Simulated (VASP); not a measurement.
Output of a VASP run:

OSZICAR:
```
       N       E                     dE             d eps       ncg     rms          rms(c)
DAV:   1     0.219664979035E+02    0.21966E+02   -0.62946E+03   480   0.112E+03
DAV:   2    -0.737275409802E+02   -0.95694E+02   -0.90510E+02   752   0.170E+02
DAV:   3    -0.810871028652E+02   -0.73596E+01   -0.73393E+01   608   0.554E+01
DAV:   4    -0.811832134301E+02   -0.96111E-01   -0.96090E-01   572   0.771E+00
DAV:   5    -0.811843974392E+02   -0.11840E-02   -0.11839E-02   588   0.893E-01    0.130E+00
DAV:   6    -0.785804849441E+02    0.26039E+01   -0.44076E-01   504   0.595E+00    0.141E+00
DAV:   7    -0.775213979752E+02    0.10591E+01   -0.34560E-01   504   0.464E+00    0.586E-01
DAV:   8    -0.779566688075E+02   -0.43527E+00   -0.27071E-01   480   0.548E+00    0.447E-01
DAV:   9    -0.777533331694E+02    0.20334E+00   -0.20649E-01   480   0.533E+00    0.283E-01
DAV:  10    -0.777838703576E+02   -0.30537E-01   -0.15236E-01   480   0.473E+00    0.286E-01
DAV:  11    -0.779405091341E+02   -0.15664E+00   -0.43032E-02   488   0.290E+00    0.236E-01
DAV:  12    -0.779423219650E+02   -0.18128E-02   -0.10599E-01   480   0.375E+00    0.191E-01
DAV:  13    -0.779376806452E+02    0.46413E-02   -0.19316E-03   596   0.545E-01    0.130E-01
DAV:  14    -0.779642485980E+02   -0.26568E-01   -0.11902E-02   480   0.129E+00    0.917E-02
DAV:  15    -0.779649147288E+02   -0.66613E-03   -0.49213E-04   552   0.274E-01    0.941E-02
DAV:  16    -0.779660440711E+02   -0.11293E-02   -0.47713E-04   496   0.251E-01    0.422E-02
DAV:  17    -0.779662557765E+02   -0.21171E-03   -0.29339E-04   480   0.288E-01    0.365E-02
DAV:  18    -0.779662539185E+02    0.18580E-05   -0.45833E-06   608   0.155E-02    0.324E-02
DAV:  19    -0.779662388033E+02    0.15115E-04   -0.22896E-05   488   0.747E-02    0.262E-02
DAV:  20    -0.779662552982E+02   -0.16495E-04   -0.13826E-05   512   0.569E-02    0.261E-02
DAV:  21    -0.779662558067E+02   -0.50845E-06   -0.18697E-05   492   0.695E-02    0.843E-03
DAV:  22    -0.779662450445E+02    0.10762E-04   -0.30564E-06   524   0.202E-02    0.691E-03
DAV:  23    -0.779662383060E+02    0.67385E-05   -0.19013E-06   560   0.133E-02    0.109E-02
DAV:  24    -0.779662384184E+02   -0.11236E-06   -0.78780E-07   512   0.124E-02    0.899E-03
DAV:  25    -0.779662427083E+02   -0.42899E-05   -0.30274E-06   500   0.165E-02    0.445E-03
DAV:  26    -0.779662455661E+02   -0.28578E-05   -0.44692E-07   508   0.910E-03    0.190E-03
DAV:  27    -0.779662469240E+02   -0.13579E-05   -0.14063E-07   380   0.345E-03    0.101E-03
DAV:  28    -0.779662476382E+02   -0.71419E-06   -0.52401E-08   356   0.272E-03    0.238E-04
DAV:  29    -0.779662475575E+02    0.80649E-07   -0.49227E-09   272   0.828E-04
   1 F= -.77966248E+02 E0= -.77966248E+02  d E =0.000000E+00
       N       E                     dE             ncg
       N       E                     dE             ncg
       N       E                     dE             ncg
```

**OUTCAR**
```
------------------------ aborting loop because EDIFF is reached ----------------------------------------
  FORCE on cell =-STRESS in cart. coord.  units (eV):
  Direction    XX          YY          ZZ          XY          YZ          ZX
  --------------------------------------------------------------------------------------
  Total        0.0092837      0.0092837      0.0092837      0.0000000      0.0000000     -0.0000000
  in kB        0.1536450      0.1536450      0.1536450      0.0000000      0.0000000     -0.0000000
  external PRESSURE =       0.1536450 kB  Pullay stress =       0.0000000 kB
  volume of cell :       96.81
      direct lattice vectors                 reciprocal lattice vectors
     4.591667162  0.000000000  0.000000000     0.217785820  0.000000000  0.000000000
     0.000000000  4.591667162  0.000000000     0.000000000  0.217785820  0.000000000
     0.000000000  0.000000000  4.591667162     0.000000000  0.000000000  0.217785820
 POSITION                                       TOTAL-FORCE (eV/Angst)
 -----------------------------------------------------------------------------------
      0.00000      0.00000      0.00000         0.000000      0.000000      0.000000
      2.29583      2.29583      2.29583         0.000000      0.000000      0.000000
 -----------------------------------------------------------------------------------
    total drift:                               -0.000000      0.000000      0.000000
  FREE ENERGIE OF THE ION-ELECTRON SYSTEM (eV)
  ---------------------------------------------------
  free  energy   TOTEN  =       -77.9662475575 eV

  energy  without entropy=      -77.9662475575  energy(sigma->0) =      -77.96624756

 total charge

# of ion       s       p       d       tot
------------------------------------------
    1        1.853   4.711   0.025   6.589
    2        1.494   2.865   0.002   4.361
--------------------------------------------------
tot          3.348   7.575   0.026  10.950
```
(Selected blocks of OUTCAR.)

### POSCAR
```
CsI
1
    4.5916671617    -0.0000000000     0.0000000000
    0.0000000000     4.5916671617     0.0000000000
    0.0000000000     0.0000000000     4.5916671617
Cs I
1 1
Direct
  0.0000000000   0.0000000000   0.0000000000
  0.5000000000   0.5000000000   0.5000000000
```

Q: Reconstruct the remaining input files.

A: This is not unique; one that fits is the input of the run itself, SCAN meta-GGA, plane waves, VASP's PBE PAW potentials (set 64).

**KPOINTS_OPT**
```
k-points along high-symmetry lines
10
Line-mode
Reciprocal
  0.000000   0.000000   0.000000 ! GAMMA
  0.000000   0.500000   0.000000 ! X

  0.000000   0.500000   0.000000 ! X
  0.500000   0.500000   0.000000 ! M

  0.500000   0.500000   0.000000 ! M
  0.000000   0.000000   0.000000 ! GAMMA

  0.000000   0.000000   0.000000 ! GAMMA
  0.500000   0.500000   0.500000 ! R

  0.500000   0.500000   0.500000 ! R
  0.000000   0.500000   0.000000 ! X

  0.500000   0.500000   0.500000 ! R
  0.500000   0.500000   0.000000 ! M
```

File KPOINTS:
```
Automatic mesh
0
Gamma
7 7 7
0 0 0
```

INCAR:
```
# general
SYSTEM   =  CsI
PREC     =  Accurate
ENCUT    =  520
LREAL    =  .False.
LASPH    =  .True.

# electronic loop
EDIFF    =  1E-7
NELM     =  100
ALGO     =  Normal
LMAXMIX  =  4
LMIXTAU  =  .True.

# smearing
ISMEAR   =  -5

# functional
METAGGA  =  SCAN

# ions
ISIF     =  2

# output
LWAVE    =  .False.
LCHARG   =  .False.
LORBIT   =  11
NEDOS    =  601
```

POTCAR, in this order: Cs_sv I (PBE.64 set). Program: vasp_std.

The compound is CsI in the CsCl type structure. It was relaxed first.
